**Q:** Two programs tell me that indium arsenide has no band gap. The crystals in my laboratory do have one, roughly 0.4 eV as I recall it. Which of the two programs should I distrust?

Band gaps from VASP 6.6.1 and Ansatz 0.2.0 with the PBE functional, plane waves and no spin polarisation, each program with its own PAW datasets and cutoff. The two-atom cells (space group I-4m2) were relaxed with r2SCAN and then strained; the Fermi–Dirac smearing is 0.02 eV. A negative band gap means that the bands overlap.

```
formula  element on site A  Z A  element on site B  Z B  volume per atom (Å³)  shortest distance (Å)  VASP k mesh  band gap VASP (eV)  band gap Ansatz (eV)  VASP valence electrons  Ansatz valence electrons  direct gap VASP (eV)  direct gap Ansatz (eV)  band gap Ansatz less band gap VASP (eV)
   GaAs                 Ga   31                 As   33                 22.54                  2.446        8×8×8               0.508                 0.504                      18                        28                 0.508                   0.504                                   -0.004
    SrO                 Sr   38                  O    8                 21.85                  2.421        8×8×8               2.514                 2.509                      16                        16                 3.355                   3.346                                   -0.005
   CdTe                 Cd   48                 Te   52                 36.06                  2.870        6×6×6               0.367                 0.368                      18                        36                 0.367                   0.368                                    0.001
   InAs                 In   49                 As   33                 28.64                  2.650        8×8×8              -0.002                -0.001                      18                        28                 0.000                   0.000                                    0.001
    SnO                 Sn   50                  O    8                 19.80                  2.343        8×8×8              -0.202                -0.202                      20                        20                 0.100                   0.099                                    0.000
   SnSe                 Sn   50                 Se   34                 39.97                  2.963        6×6×6               0.054                 0.055                      20                        30                 0.661                   0.661                                    0.001
   PbSe                 Pb   82                 Se   34                 39.55                  2.951        6×6×6               0.571                 0.569                      20                        30                 1.125                   1.123                                   -0.002
   PbTe                 Pb   82                 Te   52                 51.07                  3.215        6×6×6               0.613                 0.613                      20                        30                 1.224                   1.224                                    0.000
```

**A:** Distrust what they have in common. Across the eight compounds their band gaps differ by at most 5 meV, about a hundredth of the gap you expect for InAs. They get there by different routes: in six rows Ansatz treats more electrons explicitly, 28 against 18 in InAs, because it includes deeper shells that VASP leaves in the frozen core. An error of several tenths of an electronvolt therefore doesn't come from the treatment of the core or from the cutoff.

Such agreement shows that both programs solve the same equations well. It doesn't test the equations themselves, and both use the same approximation for exchange and correlation, PBE.

**Q:** That makes PBE a suspect, but you haven't convicted it. Is there a row where the error can be measured?

**A:** Take GaAs. It has the same anion as InAs and the same number of outer electrons, its bond length is close to that of the real crystal, and its strain is below one percent. (All eight cells were strained after they had been relaxed, some of them much more.) PBE gives a gap of 0.51 eV, where experiment finds roughly 1.5 eV. About two thirds of the gap is lost, and the lost part is some 200 times the largest disagreement between the programs.

The calculation also leaves out spin–orbit coupling and the vibrations of the lattice. Both would lower the computed gap a little further, so including them would widen the discrepancy. What remains is the functional.

**Q:** Why should a functional that gives decent bond lengths do so badly with a gap?

**A:** Because a gap compares two different experiments. One removes an electron from the filled bands, the other adds an electron to the empty ones, and the gap is the difference between the two energies. In the calculation we read it instead from the orbital energies of the neutral crystal, where filled and empty states sit in one common potential. In the exact theory that potential jumps upwards when the first extra electron arrives, and the jump is part of the gap. PBE builds its potential from the local density and its gradient, which hardly change when one electron enters a large crystal, so the jump is absent. A missing jump moves all the empty states together, so it shrinks a gap but can't by itself change the order of the levels.

A second fault sits in the potential itself. In PBE an electron is still partly repelled by its own charge, most of all in compact, atom-like states such as the arsenic p and the metal d shells. These filled levels are expected to lie too high relative to the more spread-out empty one, which again narrows the gap and can also put the levels in the wrong order. A bond length depends on the total energy of all the electrons and suffers much less from either fault.

**Q:** Then I'd expect InAs to come out with a small gap. Why does it have none at all?

**A:** Start with the states on either side of the gap. In both real crystals the lowest empty state at Γ, the centre of the Brillouin zone, is built mainly from s orbitals, with the metal's and the arsenic's in antibonding combination. The highest filled states are mainly p orbitals of arsenic. The bond in InAs is 0.20 Å longer than in GaAs, so the s orbitals overlap less and the antibonding state is pushed up less. That is a main reason why the real gap shrinks from GaAs to InAs.

Now suppose that PBE places the s-like state too low by the same amount in both compounds. GaAs fixes that amount: 1.5 eV measured less 0.5 eV computed leaves 1.0 eV. For InAs the separation between the s-like and the p-like levels should then be

$$0.4\ \text{eV} - 1.0\ \text{eV} = -0.6\ \text{eV}.$$

The minus sign is the message: the s-like level should have dropped below the p-like ones. The size is good only to its order of magnitude, because the shortfall needn't be the same in the two compounds. The InAs cell is also slightly larger than the real crystal, which by itself lowers the s-like level somewhat.

**Q:** But the table doesn't say −0.6 eV. It says zero. Isn't your estimate simply wrong?

**A:** A band gap can't report how far two levels have crossed. It only compares the highest filled state with the lowest empty one, whatever their character, so we have to count electrons. Near the gap at Γ there are one s-like and three p-like levels, with six electrons to share. In the correct order the three p-like levels are full and the s-like level is empty.

If the s-like level has sunk below them, it takes two of the six, and only four remain for the p-like levels. The cell is stretched by half a percent along one axis, which leaves two of these levels at exactly the same energy, above the third. Without smearing, the third takes two electrons and the last two half fill the upper pair; the smearing of the run moves some charge from the third level into the pair. The highest filled and the lowest empty state then belong to the same pair, and the gap at Γ is zero by symmetry.

**Q:** Couldn't the s-like and p-like levels just happen to meet at that point?

**A:** They could, but it would be a remarkable accident, because they would have to meet to within a millielectronvolt. Both print a direct gap, the smallest separation at a single k point, of 0.000 eV for InAs and for no other compound. A zero enforced by symmetry is exactly what small technical differences leave untouched. The overlap of one or two millielectronvolts in the band-gap columns fits the same picture. The VASP run finds its lowest empty state right beside Γ, along the stretched axis, where both levels of the pair are expected to sink slightly.

The Fermi level speaks against the accident too. In the VASP run it lies at 4.1695 eV, only 7 meV above the highest filled level at 4.1623 eV, so with a smearing of 0.02 eV the levels there are only a little more than half filled. If the s-like level had merely joined the pair, these three levels would hold fewer than four electrons and the remaining p-like level at most two, short of the six. A plot of the orbital character of the bands at Γ would show the order directly. You'd need that plot if spin–orbit coupling were switched on, because in this slightly stretched cell the pair would then split and the telltale zero at Γ would be lost.

**Q:** Our process simulations correct computed gaps with a simple rule. Some people multiply by a factor, others add a constant. Would either rescue InAs?

**A:** The factor fails at once. PBE keeps about a third of the gap in GaAs, and a third of 0.4 eV would leave InAs open by about 0.1 eV. The table shows it closed. A proportional error can never close a gap, so PBE's error in this pair behaves more like a subtraction. Nor can you multiply your way back, since any factor times zero is still zero.

Adding a constant means lifting all the empty states together. In GaAs that is a sensible repair, because the right states are empty. In InAs it would lift one half of a degenerate p-like pair away from the other half and leave the s-like state buried among the filled ones. You might obtain the right number, but the electrons in your simulated conduction band would have the wrong character. The order of the levels has to be restored before their distance is corrected.

**Q:** SnO has a negative gap as well, and a much larger one. Is it the same failure?

**A:** The pattern is different, and the direct gap reveals it. In SnO the band gap is −0.20 eV, but the direct gap stays open at 0.10 eV. Filled and empty bands keep apart at each k point examined; they overlap only because the lowest empty state, at the edge of the zone, lies below the highest filled state at another k point. Electrons spill from one region of the zone into another, which makes a semimetal. That doesn't exclude a change of order as well: the VASP run finds the smallest direct gap of SnO away from X, whereas SnSe, PbSe and PbTe have theirs at X, and bands that cross or barely avoid each other near X would look like that.

Whether this semimetal is real is an open question. The overlap is only a fifth of what PBE loses in GaAs, so an error of that kind would be more than enough to create it. My guess is that a better method would open the gap. There is no crystal to check it against, though, because real SnO adopts a layered structure instead of this one.

**Q:** Suppose I have only the summary of a run and no band plot. Is there a warning sign?

**A:** Look at the energy that comes from smearing the occupations. It shows up as a difference between the free energy and the energy extrapolated to zero smearing. When every band is either full or empty, that contribution vanishes. In the VASP runs it differs from zero in exactly three compounds: InAs, SnO and SnSe. These are also the three with the smallest gaps.

The sign tells you that filled and empty states have come within reach of each other, but not that the functional has failed. SnSe, whose cell is stretched by five percent along one axis, still has a gap of 0.05 eV and sets off the sign all the same. The sizes can't be compared between rows, because they depend on the k mesh: in InAs the contribution is expected to come from Γ alone, so it would shrink on a finer mesh and be lost on one that avoids Γ. So use it as an alarm, then compare the two kinds of gap. In a crystal known to have a gap, such as InAs, a direct gap of exactly zero points to levels in the wrong order, whereas an open direct gap with a negative band gap points to an overlap between different k points. An open direct gap doesn't prove the order right: had the InAs cell been squeezed along its axis instead, the single p-like level would lie on top, and a small gap at Γ would be expected even with the s-like level below.

**Q:** CdTe also crystallises in the zincblende structure. Can I use it as a second measure of the error?

**A:** Not in this cell. It is stretched by about five percent in the plane and shortened by about seven percent across it, and that alone shifts and splits the levels at the band edge. Tellurium also has strong spin–orbit coupling, which the calculation omits. The computed 0.37 eV is far below the measured gap of the ordinary crystal, but that difference mixes the error of the functional with the effect of the strain, and the missing spin–orbit coupling hides part of it. This row can't separate the three.

**Q:** We look at GaAs and InAs as channel materials for transistors. What would go wrong if I took these gaps at face value?

**A:** You would reject InAs for the wrong reason. A channel without a gap holds mobile carriers at every gate voltage, so the transistor couldn't be switched off properly. The real material has a narrow gap: leakage is a genuine concern, but an off state exists. For GaAs the mistake is quieter. It would look like a narrow-gap material with a leakage problem that it doesn't have.

**Q:** And what would you calculate instead?

**A:** The same cells with a hybrid functional, which replaces part of the PBE exchange by exact exchange. In exact exchange a filled orbital no longer feels its own charge, while an empty one still feels all the filled ones. The filled levels therefore move down relative to the empty ones, and hybrids are well known to reopen the gap of InAs in this way.

You can judge beforehand where the step is needed. If the real gap lies between an s-like empty state and p-like filled states, and is clearly smaller than the electronvolt that PBE loses in GaAs, be prepared for the levels to come out in the wrong order. InSb, with a longer bond and a still narrower gap, is a well-known example. A second program running PBE would only confirm the mistake.
